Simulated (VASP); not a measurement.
**Cu: single point with revPBE**

Crystal: Cu.

```
Cu
1.0
     4.26991    0.00000    0.00000
    -2.13496    3.69785    0.00000
     0.00000    0.00000    2.56511
Cu
3
Cartesian
  -2.1350 3.6979 2.5651
  0.0000 2.4652 1.2826
  2.1350 1.2326 1.2826
```

This isn't the form of Cu at room conditions, which is fcc.

```
Program             : VASP 6.6.1
Task                : single point
Functional          : revPBE
Potentials or basis : VASP PAW PBE potentials, release 64 (Cu)
Cutoff              : 520 eV
k mesh              : 12 × 12 × 16
Occupations         : fermi-dirac, width 0.1 eV
Spin                : no spin polarisation
```

```json
{
 "Pressure": "-6.9 GPa",
 "Band gap on the k mesh": "none (metal or under the smearing width)"
}
```

Stress tensor (GPa, compression positive):
```
-6.86  0.00  0.00
 0.00 -6.86  0.00
 0.00  0.00 -7.06
```

Levels at points of the mesh, in eV from the Fermi level:
```csv
k point,band 13,band 14,band 15,band 16,band 17,band 18,band 19,band 20
"(0.00, 0.00, 0.00)",-2.11,-2.11,-1.48,-1.48,4.21,4.21,4.24,4.24
"(0.50, 0.00, 0.00)",-1.67,-1.66,-1.64,-1.53,-1.45,-0.37,3.55,12.66
"(0.00, 0.00, 0.50)",-1.60,-1.60,-1.24,-0.32,0.19,7.71,7.98,7.98
"(0.50, 0.00, 0.50)",-1.68,-1.49,-1.36,0.61,0.83,3.13,3.13,6.32
```

Run time: 70 s on 1 thread of Intel(R) Xeon(R) Platinum 8559C (Emerald Rapids), with other jobs on the host, peak memory 0.24 GiB.

Caveat: the PAW data sets were made with another functional, which shifts forces and pressure a little.
